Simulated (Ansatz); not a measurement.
Density of states of SnS₂ (P-3m1, a = 3.673 Å, b = 3.673 Å, c = 6.265 Å, α = 90.00°, β = 90.00°, γ = 120.00°), in states per eV and primitive cell, averaged over bins of 0.5 eV. Method: DFT r2SCAN, scalar-relativistic, plane waves, PAW in Ansatz.

Plane waves to 500 eV, a k mesh through Γ of 12×12×6 on the computed 3-atom cell and Gaussian smearing (0.02 eV); no spin polarisation.

The cell is relaxed at this level. The states (both spins) are summed by tetrahedra on a 18×18×9 mesh at the self-consistent density. Energies are bin centres; the table starts no lower than −8 eV and ends at 6 eV, or lower where the solved bands end.

The gap is 1.90 eV at this level, with the zero inside it.

| E − E_F (eV) | total | S 3p | Sn 5p | Sn 5s | S 3s |
| --- | --- | --- | --- | --- | --- |
| -7.80 | 1.38 | 0.55 | 0.00 | 0.72 | 0.09 |
| -7.30 | 0.84 | 0.33 | 0.01 | 0.40 | 0.11 |
| -6.80 | 0.61 | 0.23 | 0.00 | 0.26 | 0.11 |
| -6.30 | 0.74 | 0.31 | 0.00 | 0.24 | 0.18 |
| -5.80 | 0.41 | 0.18 | 0.00 | 0.11 | 0.12 |
| -5.30 | 0.96 | 0.59 | 0.30 | 0.00 | 0.05 |
| -4.80 | 1.64 | 1.06 | 0.48 | 0.00 | 0.07 |
| -4.30 | 1.29 | 0.87 | 0.32 | 0.01 | 0.07 |
| -3.80 | 1.74 | 1.23 | 0.40 | 0.02 | 0.06 |
| -3.30 | 2.58 | 1.94 | 0.51 | 0.02 | 0.08 |
| -2.80 | 1.91 | 1.50 | 0.31 | 0.01 | 0.06 |
| -2.30 | 1.35 | 1.16 | 0.14 | 0.01 | 0.02 |
| -1.80 | 2.97 | 2.76 | 0.12 | 0.01 | 0.03 |
| -1.30 | 5.17 | 5.01 | 0.05 | 0.01 | 0.02 |
| -0.80 | 0.40 | 0.39 | 0.00 | 0.00 | 0.00 |
| -0.30 | 0.00 | 0.00 | 0.00 | 0.00 | 0.00 |
| 0.20 | 0.00 | 0.00 | 0.00 | 0.00 | 0.00 |
| 0.70 | 0.00 | 0.00 | 0.00 | 0.00 | 0.00 |
| 1.20 | 0.65 | 0.34 | 0.01 | 0.24 | 0.01 |
| 1.70 | 1.27 | 0.69 | 0.04 | 0.47 | 0.01 |
| 2.20 | 1.91 | 1.03 | 0.06 | 0.72 | 0.03 |
| 2.70 | 0.16 | 0.08 | 0.01 | 0.06 | 0.01 |
| 3.20 | 0.01 | 0.00 | 0.00 | 0.00 | 0.00 |
| 3.70 | 0.15 | 0.01 | 0.09 | 0.00 | 0.03 |
| 4.20 | 0.60 | 0.08 | 0.36 | 0.00 | 0.09 |
| 4.70 | 1.82 | 0.32 | 1.05 | 0.01 | 0.20 |
| 5.20 | 1.90 | 0.40 | 1.10 | 0.00 | 0.12 |
| 5.70 | 3.27 | 0.72 | 1.48 | 0.00 | 0.11 |

The columns after the total are the main Löwdin projections on the occupied valence shells of the potentials; 1 other is left out. The rest of the total lies in those, in shells that are empty in the free atom, which aren't projected, and between the atoms.

The cell holds layers, and where no dispersion correction was added their binding is poorly described.

Cost: 1 run of about 1.1 core-minutes, on Arm Neoverse V1 (shared hosts).